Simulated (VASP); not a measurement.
# AgCl (Fm-3m) in VASP: further runs

Aim: see how the results for AgCl move with the level of theory and the settings. Levels: PBE0, PBEsol+U. Tasks: single point.

Everything below comes from runs of VASP 6.6.1. Logs are shortened: lines on timing, memory, paths and dates and some standing lists are left out, and cuts for length are marked.

**Measured values to compare with.**

From a printed reference work, data compilation, for a bulk crystal of AgCl: band gap 3.249 eV (indirect).

How close the calculation comes is told below.

## 1. The cell of the first run

The structure is cubic, space group Fm-3m (No. 225). The conventional cell has a = 5.433 Å, b = 5.433 Å, c = 5.433 Å, α = 90.00°, β = 90.00°, γ = 90.00°. Ag (site symmetry m-3m) has 6 Cl at 2.72 Å within 3.6 Å. Within 3.6 Å of Cl (site symmetry m-3m) lie 6 Ag at 2.72 Å.

## 2. Single point, PBE0

The input, POSCAR:

```
AgCl
1.0
    0.0000000000      2.7166437422      2.7166437422
    2.7166437422      0.0000000000      2.7166437422
    2.7166437422      2.7166437422      0.0000000000
Ag Cl
1 1
Direct
    0.0000000000      0.0000000000      0.0000000000
    0.5000000000      0.5000000000      0.5000000000
```

The input, INCAR.step1:

```
PREC     = Accurate       # precision mode
ENCUT    = 520            # plane-wave cutoff, eV
EDIFF    = 1E-5           # SCF threshold, eV
ISMEAR   = -1             # smearing method
SIGMA    = 0.05           # smearing width, eV
LREAL    = False          # projectors in reciprocal space
LASPH    = True           # aspherical terms in the spheres
NELM     = 80             # most SCF steps
ALGO     = Normal         # electronic algorithm
ISIF     = 2              # what is computed and relaxed
LWAVE    = True           # write WAVECAR
LCHARG   = False          # write CHGCAR
NBANDS   = 16             # bands
GGA      = PE             # functional
```

The input, INCAR.step2:

```
PREC     = Accurate       # precision mode
ENCUT    = 520            # plane-wave cutoff, eV
EDIFF    = 1E-6           # SCF threshold, eV
ISMEAR   = -1             # smearing method
SIGMA    = 0.05           # smearing width, eV
LREAL    = False          # projectors in reciprocal space
LASPH    = True           # aspherical terms in the spheres
NELM     = 80             # most SCF steps
ALGO     = Normal         # electronic algorithm
ISIF     = 2              # what is computed and relaxed
LWAVE    = False          # write WAVECAR
LCHARG   = False          # write CHGCAR
GGA      = PE             # functional
LHFCALC  = True           # exact exchange
AEXX     = 0.25           # exact-exchange fraction
PRECFOCK = Normal       
NBANDS   = 16             # bands
ISTART   = 1
```

The input, KPOINTS:

```
regular mesh
0
Gamma
  6 6 6
```

Potentials or basis: VASP PAW PBE potentials, release 64 (Ag, Cl).

Started as:

```sh
$ cat potpaw_PBE.64/Ag/POTCAR potpaw_PBE.64/Cl/POTCAR > POTCAR
$ cp INCAR.step1 INCAR
$ mpirun -np 1 vasp_std > vasp.out
$ cp INCAR.step2 INCAR
$ mpirun -np 1 vasp_std > vasp.out
```

OUTCAR:

```text
PREC = Accurate
   ENCUT = 520
   EDIFF = 1E-6
   ISMEAR = -1
   LREAL = False
   LASPH = True
   NELM = 80
   ISIF = 2
   GGA = PE
   LHFCALC = True
   AEXX = 0.25
   PRECFOCK = Normal
   ISTART = 1

 ion  position               nearest neighbor table
   1  0.000  0.000  0.000-   2 2.72   2 2.72   2 2.72   2 2.72   2 2.72   2 2.72
   2  0.500  0.500  0.500-   1 2.72   1 2.72   1 2.72   1 2.72   1 2.72   1 2.72

  LATTYP: Found a face centered cubic cell.
 ALAT       =     5.4332874844

  Lattice vectors:

 A1 = (   0.0000000000,   2.7166437422,   2.7166437422)
 A2 = (   2.7166437422,   0.0000000000,   2.7166437422)
 A3 = (   2.7166437422,   2.7166437422,   0.0000000000)

Analysis of symmetry for initial positions (statically):
=====================================================================
 Subroutine PRICEL returns:
 Original cell was already a primitive cell.

 Routine SETGRP: Setting up the symmetry group for a
 face centered cubic supercell.

 Subroutine GETGRP returns: Found 48 space group operations
 (whereof 48 operations were pure point group operations)
 out of a pool of 48 trial point group operations.

The static configuration has the point symmetry O_h .

Analysis of symmetry for dynamics (positions and initial velocities):
=====================================================================
 Subroutine PRICEL returns:
 Original cell was already a primitive cell.

 Routine SETGRP: Setting up the symmetry group for a
 face centered cubic supercell.

 Subroutine GETGRP returns: Found 48 space group operations
 (whereof 48 operations were pure point group operations)
 out of a pool of 48 trial point group operations.

The dynamic configuration has the point symmetry O_h .

 Subroutine INISYM returns: Found 48 space group operations
 (whereof 48 operations are pure point group operations),
 and found     1 'primitive' translations

----------------------------------------------------------------------------------------

                                     Primitive cell

  volume of cell :      40.0985

  direct lattice vectors                    reciprocal lattice vectors
[... 80 lines left out ...]
   EDIFFG = 0.1E-04   stopping-criterion for IOM
   NSW    =      0    number of steps for IOM
   IBRION =     -1    ionic relax: 0-MD 1-quasi-New 2-CG
   NFREE  =      0    steps in history (QN), initial steepest desc. (CG)
   ISIF   =      2    stress and relaxation
   ISYM   =      3    0-nonsym 1-usesym 2-fastsym
   POTIM  = 0.5000    time-step for ionic-motion
   TEBEG  =    0.0;   TEEND  =   0.0 temperature during run
   PSTRESS=    0.0 pullay stress
   NELECT =      18.0000    total number of electrons
   NUPDOWN=      -1.0000    fix difference up-down
   EMIN   =  10.00;   EMAX   =-10.00  energy-range for DOS
   EFERMI =   0.00;   METHOD = LEGACY
   ISMEAR =    -1;   SIGMA  =   0.05  broadening in eV -4-tet -1-fermi 0-gaus
   EFERMI_NEDOS =   21; number of points for ismear=-14 and -15
   IALGO  =     38    algorithm
   IMIX   =      1    mixing-type and parameters
     AMIX     =   0.40;   BMIX     =  1.00
     AMIX_MAG =   1.60;   BMIX_MAG =  1.00
  volume/ion in A,a.u.               =      20.05       135.30
  Fermi-wavevector in a.u.,A,eV,Ry     =   1.253496  2.368764 21.378187  1.571252
  Thomas-Fermi vector in A             =   2.387346
   LORBIT       =      0    0 simple, 1 ext, 2 COOP (PROOUT), +10 PAW based schemes
   GGA     = PE    functional components
   LHFCALC =     T    Hartree Fock is set to
   PRECFOCK=normal    Normal, Fast or Accurate (Low or Medium for compatibility)
   ENCUT4O =  -1.0   cutoff for four orbital integrals eV
   NKREDX  =     1    reduce k-point grid by
   NKREDY  =     1    reduce k-point grid by
   NKREDZ  =     1    reduce k-point grid by
   AEXX    =    0.2500 exact exchange contribution
   HFSCREEN=    0.0000 screening length (either q_TF or 0.3 A-1)
   HFSCREENC=   0.0000 screening length for correlation (either q_TF or 0.3 A-1)
   ENCUTFOCK=  -1.0 apply spherical cutoff to Coloumb kernel
   IVDW    =     0    specifies the selected vdW correction
   LEPSILON=     F    determine dielectric tensor
   LRPA    =     F    only Hartree local field effects (RPA)
 non-spin polarized calculation
  energy-cutoff  :      520.00
  volume of cell :       40.10
 maximum number of plane-waves:      1106
 NGX is ok and might be reduce to    30
  NGX = 24; NGY = 24; NGZ = 24

 number of electron      18.0000000 magnetization

 Free energy of the ion-electron system (eV)
  ---------------------------------------------------
  ext. energy  EPLUGINS =         0.00000000
  ---------------------------------------------------
  free energy    TOTEN  =        -7.15405324 eV

  energy without entropy =       -7.15405324  energy(sigma->0) =       -7.15405324

 E-fermi :   4.2867     XC(G=0):  -8.0891

 val. band max:        3.2220961839   @ k =   0.5000   0.0000   0.0000
 cond. band min:       6.3042952530   @ k =   0.0000   0.0000   0.0000
 fundamental gap:      3.0821990691
 Fermi energy:         4.2866527424

 k-point     1 :       0.0000    0.0000    0.0000
  band No.  band energies     occupation
      1     -13.5722      2.00000
      2       0.0739      2.00000
      3       0.0739      2.00000
      4       0.0739      2.00000
      5       0.0751      2.00000
      6       0.0751      2.00000
[... 281 lines left out ...]
      3      -1.4798      2.00000
      4      -1.0986      2.00000
      5       0.5202      2.00000
      6       0.6364      2.00000
[... 8 lines left out ...]
     15      20.2957      0.00000
     16      21.0640      0.00000

------------------------ aborting loop because EDIFF is reached ----------------------------------------

  FORCE on cell =-STRESS in cart. coord.  units (eV):
  Direction    XX          YY          ZZ          XY          YZ          ZX
  --------------------------------------------------------------------------------------
  -------------------------------------------------------------------------------------
  Total        1.1517544      1.1517544      1.1517544     -0.0000000      0.0000000     -0.0000000
  in kB       46.0195542     46.0195542     46.0195542     -0.0000000      0.0000000     -0.0000000
  external PRESSURE =      46.0195542 kB  Pullay stress =       0.0000000 kB

 VOLUME and BASIS-vectors are now :
 -----------------------------------------------------------------------------
  energy-cutoff  :      520.00
  volume of cell :       40.10
      direct lattice vectors                 reciprocal lattice vectors
     0.000000000  2.716643742  2.716643742    -0.184050633  0.184050633  0.184050633
     2.716643742  0.000000000  2.716643742     0.184050633 -0.184050633  0.184050633
     2.716643742  2.716643742  0.000000000     0.184050633  0.184050633 -0.184050633

 POSITION                                       TOTAL-FORCE (eV/Angst)
 -----------------------------------------------------------------------------------
      0.00000      0.00000      0.00000         0.000000     -0.000000      0.000000
      2.71664      2.71664      2.71664        -0.000000      0.000000     -0.000000
 -----------------------------------------------------------------------------------
    total drift:                                0.000000     -0.000000     -0.000000

  FREE ENERGIE OF THE ION-ELECTRON SYSTEM (eV)
  ---------------------------------------------------
  free  energy   TOTEN  =        -7.1540532396 eV

  energy  without entropy=       -7.1540532395  energy(sigma->0) =       -7.15405324
```

OUTCAR.step1:

```text
PREC = Accurate
   ENCUT = 520
   EDIFF = 1E-5
   ISMEAR = -1
   LREAL = False
[... 515 lines left out ...]
      0.00000      0.00000      0.00000        -0.000000      0.000000     -0.000000
      2.71664      2.71664      2.71664         0.000000     -0.000000      0.000000
 -----------------------------------------------------------------------------------
    total drift:                               -0.000000      0.000000      0.000000

  FREE ENERGIE OF THE ION-ELECTRON SYSTEM (eV)
  ---------------------------------------------------
  free  energy   TOTEN  =        -5.3420250262 eV

  energy  without entropy=       -5.3420205853  energy(sigma->0) =       -5.34202281
```

OSZICAR.step1:

```text
N       E                     dE             d eps       ncg     rms          rms(c)
DAV:   1     0.101208763245E+03    0.10121E+03   -0.85793E+03   512   0.102E+03
DAV:   2    -0.182697104949E+01   -0.10304E+03   -0.95797E+02   624   0.224E+02
DAV:   3    -0.549089787908E+01   -0.36639E+01   -0.36538E+01   624   0.447E+01
DAV:   4    -0.551617732082E+01   -0.25279E-01   -0.25278E-01   616   0.400E+00
DAV:   5    -0.551650404421E+01   -0.32672E-03   -0.32672E-03   672   0.443E-01    0.732E+00
DAV:   6    -0.534683455459E+01    0.16967E+00   -0.23685E-01   608   0.644E+00    0.472E+00
DAV:   7    -0.534268998246E+01    0.41446E-02   -0.96269E-02   616   0.205E+00    0.211E+00
DAV:   8    -0.534191012782E+01    0.77985E-03   -0.41763E-03   584   0.676E-01    0.322E-01
DAV:   9    -0.534196968665E+01   -0.59559E-04   -0.54163E-04   608   0.259E-01    0.320E-02
DAV:  10    -0.534202114324E+01   -0.51457E-04   -0.60838E-05   600   0.717E-02    0.238E-02
DAV:  11    -0.534202502619E+01   -0.38830E-05   -0.47774E-06   528   0.164E-02
   1 F= -.53420250E+01 E0= -.53420228E+01  d E =-.444091E-05
```

It took 78 min on 1 thread of Intel Xeon 8259CL, shared host; peak memory 0.19 GiB.

Results:

```
Free energy            : -7.1541 eV
Pressure               : 4.6 GPa
Band gap on the k mesh : 3.08 eV (least direct gap 5.61 eV)
```

Levels at points of the mesh, in eV from the valence-band top:
| k point | band 6 | band 7 | band 8 | band 9 | band 10 | band 11 | band 12 | band 13 |
| --- | --- | --- | --- | --- | --- | --- | --- | --- |
| (0.00, 0.00, 0.00) | -3.15 | -2.53 | -2.53 | -2.53 | 3.08 | 13.19 | 13.19 | 13.19 |
| (0.50, 0.00, 0.00) | -2.72 | -2.25 | 0.00 | 0.00 | 6.15 | 9.60 | 9.90 | 9.90 |
| (0.50, 0.50, 0.00) | -2.93 | -2.58 | -2.58 | -2.46 | 4.62 | 10.05 | 11.30 | 14.52 |

Caveat: the cell stands under pressure; the PAW data sets were made with another functional, which shifts forces and pressure a little.

## 3. Single point, PBEsol+U

This run uses another cell than the first one, of 20.46 Å³/atom.

The input, INCAR:

```
SYSTEM = AgCl
  ALGO = Normal
  EDIFF = 1E-6
  ENCUT = 630
  GGA = PS
  GGA_COMPAT = .False.
  ISIF = 2
  ISMEAR = -1
  LASPH = .True.
  LCHARG = .True.
  LDAU = .True.
  LDAUJ = 0 0
  LDAUL = 2 -1
  LDAUPRINT = 1
  LDAUTYPE = 2
  LDAUU = 2 0
  LELF = .True.
  LMAXMIX = 4
  LREAL = .False.
  LVHAR = .True.
  LWAVE = .False.
  NBANDS = 20
  NELM = 200
  PREC = Accurate
  SIGMA = 0.05
```

The input, KPOINTS:

```
k-points
0
Gamma
  8 8 8
  0 0 0
```

The input, POSCAR:

```
AgCl
1.0
    0.0000000000      2.7350000000      2.7350000000
    2.7350000000      0.0000000000      2.7350000000
    2.7350000000      2.7350000000      0.0000000000
Ag Cl
1 1
Direct
    0.0000000000      0.0000000000      0.0000000000
    0.5000000000      0.5000000000      0.5000000000
```

Potentials or basis: VASP PAW PBE potentials, release 64 (Ag_sv_GW, Cl).

Started as:

```sh
$ cat potpaw_PBE.64/Ag_sv_GW/POTCAR potpaw_PBE.64/Cl/POTCAR > POTCAR
$ mpirun -np 1 vasp_std > vasp.out
```

Wall time 16 s (1 thread of AMD EPYC 9R45 (Zen 5), shared host); peak memory 0.17 GiB.

The run converged. Its results:

```yaml
Free_energy: -2.8717 eV
Pressure: -0.5 GPa
Band_gap_on_the_k_mesh: 1.01 eV (least direct gap 3.29 eV)
```

Levels at points of the mesh, in eV from the valence-band top:
```tsv
k point	band 10	band 11	band 12	band 13	band 14	band 15	band 16	band 17
(0.00, 0.00, 0.00)	-2.77	-2.28	-2.28	-2.28	1.01	10.91	10.91	10.91
(0.50, 0.00, 0.00)	-2.39	-2.00	0.00	0.00	4.18	6.96	7.72	7.72
(0.50, 0.50, 0.00)	-2.57	-2.26	-2.26	-2.16	2.47	7.95	8.85	11.85
```

Eigenvalues of the final occupation matrices:
| site | spin | trace | eigenvalues |
| --- | --- | --- | --- |
| site 1 d | 1 | 4.37 | 0.87 0.87 0.87 0.88 0.88 |
| site 1 d | 2 | 4.37 | 0.87 0.87 0.87 0.88 0.88 |

Caveat: the PAW data sets were made with another functional, which shifts forces and pressure a little.

## 4. Single point, PBEsol+U

This run uses another cell than the first one, of 20.46 Å³/atom.

The input, INCAR:

```
SYSTEM = AgCl
PREC = Accurate
ENCUT = 630
EDIFF = 1E-6
ISMEAR = -1
SIGMA = 0.05
LREAL = .FALSE.
LASPH = .TRUE.
NELM = 200
ALGO = Normal
ISIF = 2
LWAVE = .FALSE.
LCHARG = .FALSE.
LMAXMIX = 4
LDAU = .TRUE.
LDAUTYPE = 2
LDAUL = 2 -1
LDAUU = 6 0
LDAUJ = 0 0
LDAUPRINT = 1
GGA = PS
NBANDS = 20
GGA_COMPAT = .FALSE.
```

The input, KPOINTS:

```
regular mesh
0
G
  8 8 8
  0 0 0
```

POSCAR is that of step 3.

Started as:

```sh
$ cat potpaw_PBE.64/Ag_sv_GW/POTCAR potpaw_PBE.64/Cl/POTCAR > POTCAR
$ mpirun -np 1 vasp_std > vasp.out
```

Wall time 17 s (1 thread of AMD EPYC 9R45 (Zen 5), shared host); peak memory 0.17 GiB.

It converged, with:

* Free energy: -0.7372 eV
* Pressure: 0.1 GPa
* Band gap on the k mesh: 1.55 eV (least direct gap 3.40 eV)

Levels at points of the mesh, in eV from the valence-band top:
```
           k point  band 10  band 11  band 12  band 13  band 14  band 15  band 16  band 17
(0.00, 0.00, 0.00)    -3.13    -1.85    -1.85    -1.85     1.55    11.24    11.24    11.24
(0.50, 0.00, 0.00)    -2.79    -2.25     0.00     0.00     4.67     7.52     8.24     8.24
(0.50, 0.50, 0.00)    -2.66    -2.65    -2.65    -2.60     3.06     8.24     9.34    12.40
```

Eigenvalues of the final occupation matrices:
| site | spin | trace | eigenvalues |
| --- | --- | --- | --- |
| site 1 d | 1 | 4.41 | 0.88 0.88 0.88 0.89 0.89 |
| site 1 d | 2 | 4.41 | 0.88 0.88 0.88 0.89 0.89 |

Caveat: the PAW data sets were made with another functional, which shifts forces and pressure a little.

## 5. Summary

```csv
level,potentials or basis,U,cell,k mesh,cutoff (eV),grid for exact exchange (PRECFOCK),share of exact exchange,gap on the mesh (eV),pressure (GPa)
PBE0,"VASP PAW PBE potentials, release 64 (Ag, Cl)",-,"a = 3.842 Å, angles 60.0°, 2 atoms",6 × 6 × 6,520,Normal,0.25,3.08,4.6
PBEsol+U,"VASP PAW PBE potentials, release 64 (Ag_sv_GW, Cl)",Ag d U = 2.0 eV,"a = 3.868 Å, angles 60.0°, 2 atoms",8 × 8 × 8,630,-,-,1.01,-0.5
PBEsol+U,"VASP PAW PBE potentials, release 64 (Ag_sv_GW, Cl)",Ag d U = 6.0 eV,"a = 3.868 Å, angles 60.0°, 2 atoms",8 × 8 × 8,630,-,-,1.55,0.1
```

Alike in all rows: task single point; no spin polarisation; smearing fermi-dirac 0.05 eV.

Caveats: the PAW data sets were made with another functional, which shifts forces and pressure a little; the cell stands under pressure (at least some runs).

Total energies depend on the potentials used, so only differences within one code and one set of settings carry meaning.

## 6. Against experiment

Step 3. Measured gap of AgCl: 3.249 eV (indirect; a printed reference work, data compilation). This calculation gives 1.01 eV (-2.24 eV). So large a miss can be the level of theory's own, or it may mean another phase, state or a wrong row. Spin-orbit coupling on Ag is left out. The value is that of PBEsol+U on a finite k mesh, which can miss the band edges, without temperature or zero-point motion.

Step 4. Against the measured gap of AgCl, 3.249 eV (indirect; a printed reference work, data compilation), the calculated 1.55 eV is off by -1.70 eV. So large a miss can be the level of theory's own, or it may mean another phase, state or a wrong row. Spin-orbit coupling on Ag is left out. The value is that of PBEsol+U on a finite k mesh, which can miss the band edges, without temperature or zero-point motion.
